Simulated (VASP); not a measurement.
# Au (Pm-3m) in VASP: further runs

Aim: see how the results for Au move with the level of theory and the settings. Levels: PBE, PBEsol. Tasks: relaxation of cell and atoms, relaxation of the atoms.

Program: VASP 6.6.1. These are calculated values, not measurements. Logs are shortened: lines on timing, memory, paths and dates and some standing lists are left out, and cuts for length are marked.

**1. The structure**

It takes space group Pm-3m (No. 221, cubic). The conventional cell has a = 2.748 Å, b = 2.748 Å, c = 2.748 Å, α = 90.00°, β = 90.00°, γ = 90.00°. Au (site symmetry m-3m) is surrounded by 6 Au at 2.75 Å.

The cell was built by a generator and needn't be a form met in nature.

**2. Relaxation of cell and atoms, PBE**

The input, INCAR:

```
SYSTEM = Au
PREC = Accurate
ENCUT = 600
EDIFF = 1E-7
ISMEAR = 1
SIGMA = 0.1
LREAL = .False.
LASPH = .True.
NELM = 80
ALGO = Fast
ISIF = 3
LWAVE = .False.
LCHARG = .False.
GGA = PE
IBRION = 2
NSW = 60
EDIFFG = -0.01
```

The input, KPOINTS:

```
regular mesh
0
Gamma
  10 10 10
  0 0 0
```

The input, POSCAR:

```
Au
1.0
    2.7484100000      0.0000000000      0.0000000000
    0.0000000000      2.7484100000      0.0000000000
    0.0000000000      0.0000000000      2.7484100000
Au
1
Direct
    0.5000000000      0.5000000000      0.5000000000
```

Potentials or basis: VASP PAW PBE potentials, release 64 (Au).

Started as:

```sh
$ cat potpaw_PBE.64/Au/POTCAR > POTCAR
$ mpirun -np 1 vasp_std > vasp.out
```

OUTCAR:

```text
SYSTEM = Au
   PREC = Accurate
   ENCUT = 600
   EDIFF = 1E-7
   ISMEAR = 1
   LREAL = .False.
   LASPH = .True.
   NELM = 80
   ISIF = 3
   GGA = PE
   IBRION = 2
   NSW = 60
   EDIFFG = -0.01

 ion  position               nearest neighbor table
   1  0.500  0.500  0.500-

  LATTYP: Found a simple cubic cell.
 ALAT       =     2.7484100000

  Lattice vectors:

 A1 = (   2.7484100000,   0.0000000000,   0.0000000000)
 A2 = (   0.0000000000,   2.7484100000,   0.0000000000)
 A3 = (   0.0000000000,   0.0000000000,   2.7484100000)

Analysis of symmetry for initial positions (statically):
=====================================================================
 Subroutine PRICEL returns:
 Original cell was already a primitive cell.

 Routine SETGRP: Setting up the symmetry group for a
 simple cubic supercell.

 Subroutine GETGRP returns: Found 48 space group operations
 (whereof 48 operations were pure point group operations)
 out of a pool of 48 trial point group operations.

The static configuration has the point symmetry O_h .

Analysis of symmetry for dynamics (positions and initial velocities):
=====================================================================
 Subroutine PRICEL returns:
 Original cell was already a primitive cell.

 Routine SETGRP: Setting up the symmetry group for a
 simple cubic supercell.

 Subroutine GETGRP returns: Found 48 space group operations
 (whereof 48 operations were pure point group operations)
 out of a pool of 48 trial point group operations.

The dynamic configuration has the point symmetry O_h .

 Subroutine INISYM returns: Found 48 space group operations
 (whereof 48 operations are pure point group operations),
 and found     1 'primitive' translations

----------------------------------------------------------------------------------------

                                     Primitive cell

  volume of cell :      20.7608

  direct lattice vectors                    reciprocal lattice vectors
     2.748410000  0.000000000  0.000000000     0.363846733  0.000000000  0.000000000
     0.000000000  2.748410000  0.000000000     0.000000000  0.363846733  0.000000000
     0.000000000  0.000000000  2.748410000     0.000000000  0.000000000  0.363846733

  length of vectors
     2.748410000  2.748410000  2.748410000     0.363846733  0.363846733  0.363846733

  position of ions in fractional coordinates (direct lattice)
     0.500000000  0.500000000  0.500000000

  ion indices of the primitive-cell ions
   primitive index   ion index
                 1           1

----------------------------------------------------------------------------------------

 KPOINTS: regular mesh

Automatic generation of k-mesh.
 Grid dimensions read from file:
 generate k-points for:   10   10   10

 Generating k-lattice:

  Cartesian coordinates                     Fractional coordinates (reciprocal lattice)
     0.036384673  0.000000000  0.000000000     0.100000000  0.000000000  0.000000000
     0.000000000  0.036384673  0.000000000     0.000000000  0.100000000  0.000000000
     0.000000000  0.000000000  0.036384673     0.000000000  0.000000000  0.100000000

  Length of vectors
     0.036384673  0.036384673  0.036384673

  Shift w.r.t. Gamma in fractional coordinates (k-lattice)
     0.000000000  0.000000000  0.000000000

 Subroutine IBZKPT returns following result:
 ===========================================

 Found     56 irreducible k-points:

 Following reciprocal coordinates:
            Coordinates               Weight
  0.000000  0.000000  0.000000      1.000000
  0.100000  0.000000  0.000000      6.000000
  0.200000  0.000000  0.000000      6.000000
  0.300000  0.000000  0.000000      6.000000
  0.400000  0.000000  0.000000      6.000000
  0.500000  0.000000  0.000000      3.000000
[... 16 lines left out ...]
  0.200000  0.100000  0.100000     24.000000
  0.300000  0.100000  0.100000     24.000000
 [... further k-points ...]
   k-points           NKPTS =     56   k-points in BZ     NKDIM =     56   number of bands    NBANDS=      9
   number of dos      NEDOS =    301   number of ions     NIONS =      1
   total plane-waves  NPLWV =  13824
   dimension x,y,z NGX =    24 NGY =   24 NGZ =   24
   dimension x,y,z NGXF=    48 NGYF=   48 NGZF=   48
   ions per type =               1
   NGX,Y,Z   is equivalent  to a cutoff of  14.52, 14.52, 14.52 a.u.
   NGXF,Y,Z  is equivalent  to a cutoff of  29.03, 29.03, 29.03 a.u.
 SYSTEM =  Au
   PREC   = accura    normal or accurate (medium, high low for compatibility)
   ISTART =      0    job   : 0-new  1-cont  2-samecut
   ICHARG =      2    charge: 1-file 2-atom 10-const
   ISPIN  =      1    spin polarized calculation?
   LNONCOLLINEAR =      F non collinear calculations
   LSORBIT =      F    spin-orbit coupling
   LASPH  =      T    aspherical Exc in radial PAW
   ENCUT  =  600.0 eV  44.10 Ry    6.64 a.u.   5.49  5.49  5.49*2*pi/ulx,y,z
   NELM   =     80;   NELMIN=  2; NELMDL= -5     # of ELM steps
   EDIFF  = 0.1E-06   stopping-criterion for ELM
   LREAL  =      F    real-space projection
   EDIFFG = -.1E-01   stopping-criterion for IOM
   NSW    =     60    number of steps for IOM
   IBRION =      2    ionic relax: 0-MD 1-quasi-New 2-CG
   NFREE  =      1    steps in history (QN), initial steepest desc. (CG)
   ISIF   =      3    stress and relaxation
   ISYM   =      2    0-nonsym 1-usesym 2-fastsym
   POTIM  = 0.5000    time-step for ionic-motion
   TEBEG  =    0.0;   TEEND  =   0.0 temperature during run
   PSTRESS=    0.0 pullay stress
   NELECT =      11.0000    total number of electrons
   NUPDOWN=      -1.0000    fix difference up-down
   EMIN   =  10.00;   EMAX   =-10.00  energy-range for DOS
   EFERMI =   0.00;   METHOD = LEGACY
   ISMEAR =     1;   SIGMA  =   0.10  broadening in eV -4-tet -1-fermi 0-gaus
   EFERMI_NEDOS =   21; number of points for ismear=-14 and -15
   IALGO  =     68    algorithm
   IMIX   =      4    mixing-type and parameters
     AMIX     =   0.40;   BMIX     =  1.00
     AMIX_MAG =   1.60;   BMIX_MAG =  1.00
  volume/ion in A,a.u.               =      20.76       140.10
  Fermi-wavevector in a.u.,A,eV,Ry     =   1.324720  2.503358 23.876646  1.754884
  Thomas-Fermi vector in A             =   2.454234
   LORBIT       =      0    0 simple, 1 ext, 2 COOP (PROOUT), +10 PAW based schemes
   GGA     = PE    functional components
   LHFCALC =     F    Hartree Fock is set to
   AEXX    =    0.0000 exact exchange contribution
   IVDW    =     0    specifies the selected vdW correction
   LEPSILON=     F    determine dielectric tensor
   LRPA    =     F    only Hartree local field effects (RPA)
 conjugate gradient relaxation of ions
 non-spin polarized calculation
 RMM-DIIS sequential band-by-band and
 Methfessel and Paxton  Order N= 1 SIGMA  =   0.10
  energy-cutoff  :      600.00
  volume of cell :       20.76
 maximum number of plane-waves:       739
 NGX is ok and might be reduce to    24
   NGX = 11   NGY = 11   NGZ = 11

--------------------------------------- Ionic step        1  -------------------------------------------

 number of electron      11.0000001 magnetization

 Free energy of the ion-electron system (eV)
  ---------------------------------------------------
  ext. energy  EPLUGINS =         0.00000000
  ---------------------------------------------------
  free energy    TOTEN  =        -3.01158528 eV

  energy without entropy =       -3.01216977  energy(sigma->0) =       -3.01178011

------------------------ aborting loop because EDIFF is reached ----------------------------------------

  FORCE on cell =-STRESS in cart. coord.  units (eV):
  Direction    XX          YY          ZZ          XY          YZ          ZX
  --------------------------------------------------------------------------------------
  -------------------------------------------------------------------------------------
  Total        0.0195991      0.0195991      0.0195991      0.0000000      0.0000000     -0.0000000
  in kB        1.5125262      1.5125262      1.5125262      0.0000000      0.0000000     -0.0000000
  external PRESSURE =       1.5125262 kB  Pullay stress =       0.0000000 kB

 VOLUME and BASIS-vectors are now :
 -----------------------------------------------------------------------------
  energy-cutoff  :      600.00
  volume of cell :       20.76
      direct lattice vectors                 reciprocal lattice vectors
     2.748410000  0.000000000  0.000000000     0.363846733  0.000000000  0.000000000
     0.000000000  2.748410000  0.000000000     0.000000000  0.363846733  0.000000000
     0.000000000  0.000000000  2.748410000     0.000000000  0.000000000  0.363846733
[... 36 lines left out ...]
 POSITION                                       TOTAL-FORCE (eV/Angst)
 -----------------------------------------------------------------------------------
      1.37550      1.37550      1.37550        -0.000000      0.000000      0.000000
 -----------------------------------------------------------------------------------
    total drift:                                0.000000     -0.000000     -0.000000

  FREE ENERGIE OF THE ION-ELECTRON SYSTEM (eV)
  ---------------------------------------------------
  free  energy   TOTEN  =        -3.0115820476 eV

  energy  without entropy=       -3.0121507488  energy(sigma->0) =       -3.01177161

--------------------------------------- Ionic step        3  -------------------------------------------

 number of electron      11.0000001 magnetization

 Free energy of the ion-electron system (eV)
  ---------------------------------------------------
  ext. energy  EPLUGINS =         0.00000000
  ---------------------------------------------------
  free energy    TOTEN  =        -3.01159793 eV

  energy without entropy =       -3.01217579  energy(sigma->0) =       -3.01179055

 E-fermi :   6.2807     XC(G=0): -11.4150

 val. band max:        6.1626589585   @ k =   0.4000   0.3000   0.0000
 cond. band min:       6.3200749292   @ k =   0.4000   0.2000   0.2000
 fundamental gap:      0.1574159707
 Fermi energy:         6.2807071644

 k-point     1 :       0.0000    0.0000    0.0000
  band No.  band energies     occupation
      1      -1.4796      2.00000
      2       0.6689      2.00000
      3       0.6689      2.00000
      4       4.8194      2.00000
      5       4.8194      2.00000
      6       4.8194      2.00000
      7      20.0865      0.00000
      8      20.0865      0.00000
      9      20.0865      0.00000

 k-point     2 :       0.1000    0.0000    0.0000
  band No.  band energies     occupation
      1      -1.2425      2.00000
      2       0.7049      2.00000
      3       0.8598      2.00000
      4       4.6642      2.00000
      5       4.6642      2.00000
      6       4.8320      2.00000
      7      18.3264      0.00000
      8      20.4774      0.00000
      9      20.4774      0.00000
[... 253 lines left out ...]
 k-point    24 :       0.3000    0.1000    0.1000
  band No.  band energies     occupation
      1       0.4727      2.00000
      2       1.2199      2.00000
      3       2.6134      2.00000
      4       3.6634      2.00000
      5       3.9630      2.00000
      6       4.6129      2.00000
      7      13.1305      0.00000
      8      20.7483      0.00000
      9      21.4226      0.00000

 [... further k-points ...]
[... 5 lines left out ...]
  --------------------------------------------------------------------------------------
  -------------------------------------------------------------------------------------
  Total        0.0009944      0.0009944      0.0009944      0.0000000      0.0000000     -0.0000000
  in kB        0.0766421      0.0766421      0.0766421      0.0000000      0.0000000     -0.0000000
  external PRESSURE =       0.0766421 kB  Pullay stress =       0.0000000 kB

 VOLUME and BASIS-vectors are now :
 -----------------------------------------------------------------------------
  energy-cutoff  :      600.00
  volume of cell :       20.79
      direct lattice vectors                 reciprocal lattice vectors
     2.749627159  0.000000000 -0.000000000     0.363685672 -0.000000000  0.000000000
     0.000000000  2.749627159  0.000000000    -0.000000000  0.363685672 -0.000000000
    -0.000000000  0.000000000  2.749627159     0.000000000 -0.000000000  0.363685672

 POSITION                                       TOTAL-FORCE (eV/Angst)
 -----------------------------------------------------------------------------------
      1.37481      1.37481      1.37481        -0.000000      0.000000      0.000000
 -----------------------------------------------------------------------------------
    total drift:                                0.000000     -0.000000     -0.000000

  FREE ENERGIE OF THE ION-ELECTRON SYSTEM (eV)
  ---------------------------------------------------
  free  energy   TOTEN  =        -3.0115979296 eV

  energy  without entropy=       -3.0121757878  energy(sigma->0) =       -3.01179055

 reached required accuracy - stopping structural energy minimisation
```

It took 14 s on 1 thread of Intel Xeon Platinum 8488C (Sapphire Rapids), shared host; peak memory 0.15 GiB.

Results:

```
Free energy                            : -3.0116 eV
Relaxed volume                         : 20.79 Å³/atom
Relaxed cell                           : a = 2.750 Å, b = 2.750 Å, c = 2.750 Å, α = 90.00°, β = 90.00°, γ = 90.00°
Space group after relaxing (to 0.05 Å) : Pm-3m (No. 221)
Energy gained by relaxing              : 0.0 meV/atom
Ionic steps                            : 3
Pressure after relaxing                : 0.0 GPa
Band gap on the k mesh                 : none (metal or under the smearing width)
```

Final structure:
```
Au
1.0
     2.74963    0.00000    0.00000
     0.00000    2.74963    0.00000
     0.00000    0.00000    2.74963
Au
1
Direct
  0.50000 0.50000 0.50000
```

**3. Relaxation of the atoms, PBEsol**

The input, INCAR:

```
SYSTEM = Au
PREC = Accurate ; ENCUT = 520
EDIFF = 1E-6 ; ISMEAR = 1
SIGMA = 0.1 ; LREAL = .FALSE.
LASPH = .TRUE. ; NELM = 100
ALGO = Normal ; ISIF = 2
LWAVE = .FALSE. ; LCHARG = .FALSE.
GGA = PS ; IBRION = 2
NSW = 60 ; EDIFFG = -0.01
```

The input, KPOINTS:

```
Automatic mesh
0
G
  10 10 10
  0 0 0
```

POSCAR is that of step 2.

Potentials or basis: VASP PAW PBE potentials, release 64 (Au).

Started as:

```sh
$ cat potpaw_PBE.64/Au/POTCAR > POTCAR
$ mpirun -np 1 vasp_std > vasp.out
```

It took 4.8 s on 1 thread of Intel Xeon Platinum 8488C (Sapphire Rapids), shared host; peak memory 0.13 GiB.

The run converged. Its results:

```yaml
Free_energy: -3.6139 eV
Pressure_after_relaxing: -6.4 GPa
Band_gap_on_the_k_mesh: none (metal or under the smearing width)
```

Final structure:
```
CELL_PARAMETERS angstrom
2.74841 0.00000 0.00000
0.00000 2.74841 0.00000
0.00000 0.00000 2.74841
ATOMIC_POSITIONS crystal
Au 0.50000 0.50000 0.50000
```

Levels at points of the mesh, in eV from the Fermi level:
| k point | band 3 | band 4 | band 5 | band 6 | band 7 | band 8 |
| --- | --- | --- | --- | --- | --- | --- |
| (0.00, 0.00, 0.00) | -5.60 | -1.40 | -1.40 | -1.40 | 13.80 | 13.80 |
| (0.50, 0.00, 0.00) | -2.83 | -2.83 | -1.26 | -0.50 | 2.04 | 16.29 |
| (0.50, 0.50, 0.00) | -2.57 | -2.57 | -0.28 | 3.78 | 3.78 | 6.35 |
| (0.50, 0.50, 0.50) | -4.86 | -0.18 | -0.18 | 8.36 | 8.36 | 8.36 |

Caveat: the relaxation stopped at its first step, so nothing moved; the PAW data sets were made with another functional, which shifts forces and pressure a little.

**4. For comparison**

An earlier run on the cell as given: functional PBE; potentials or basis VASP PAW PBE potentials, release 64 (Au); cutoff 520 eV; k mesh 10 × 10 × 10; occupations fermi-dirac, width 0.05 eV; no spin polarisation.

* Pressure: 0.1 GPa
* Band gap on the k mesh: none (metal or under the smearing width)

**5. The runs side by side**

| task | level | cell | cutoff (eV) | smearing | gap on the mesh (eV) | pressure (GPa) |
| --- | --- | --- | --- | --- | --- | --- |
| relaxation of cell and atoms | PBE | relaxed | 600 | methfessel-paxton 0.1 eV | none | 0.0 |
| relaxation of the atoms | PBEsol | atoms relaxed | 520 | methfessel-paxton 0.1 eV | none | -6.4 |
| single point | PBE | as given | 520 | fermi-dirac 0.05 eV | none | 0.1 |

Alike in all rows: potentials or basis VASP PAW PBE potentials, release 64 (Au); no spin polarisation; k mesh 10 × 10 × 10.

Caveats: the relaxation stopped at its first step, so nothing moved (some runs); the PAW data sets were made with another functional, which shifts forces and pressure a little (some runs).

Absolute energies hang on the potentials; compare differences alone.
